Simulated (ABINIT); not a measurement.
The system is Ge.

```
CELL_PARAMETERS angstrom
0.00000 2.82891 2.82891
2.82891 0.00000 2.82891
2.82891 2.82891 0.00000
ATOMIC_POSITIONS crystal
Ge 0.75000 0.75000 0.75000
Ge 0.50000 0.50000 0.50000
```

| Property | Result |
| --- | --- |
| Program | ABINIT 10.8.3 (patched build) |
| Task | single point |
| Functional | PBEsol |
| Potentials or basis | PseudoDojo NC SR PBEsol v0.4.1 standard |
| Cutoff | 1061 eV |
| k mesh | 8 × 8 × 8 |
| Occupations | fermi-dirac, width 0.05 eV |
| Spin | no spin polarisation |

On this cell: pressure 0.6 GPa; largest force zero by symmetry; band gap on the k mesh none (metal or under the smearing width).

The same run follows on a disturbed copy (atoms moved at random, drawn with an rms of 0.05 Å):

```xyz
2
Lattice="0.0000 2.8289 2.8289 2.8289 0.0000 2.8289 2.8289 2.8289 0.0000" Properties=species:S:1:pos:R:3 pbc="T T T"
Ge    4.2054    4.2838    4.2270
Ge    2.8276    2.8391    2.7804
```

What changes?

The energy (extrapolated to zero smearing) moves by +9.5 meV/atom; pressure 0.8 GPa; largest force 0.687 eV/Å; band gap on the k mesh none (metal or under the smearing width).

Forces in eV/Å, atoms in the order of the input:
```
Ge   0.432 -0.368 -0.387
Ge  -0.432  0.368  0.387
```

Stress tensor (GPa, compression positive):
```
 0.76 -1.08 -1.03
-1.08  0.78  1.22
-1.03  1.22  0.78
```

Caveats: this crystal is a semiconductor, whose small gap the functional closes, so the metal is an error of the method (some runs).
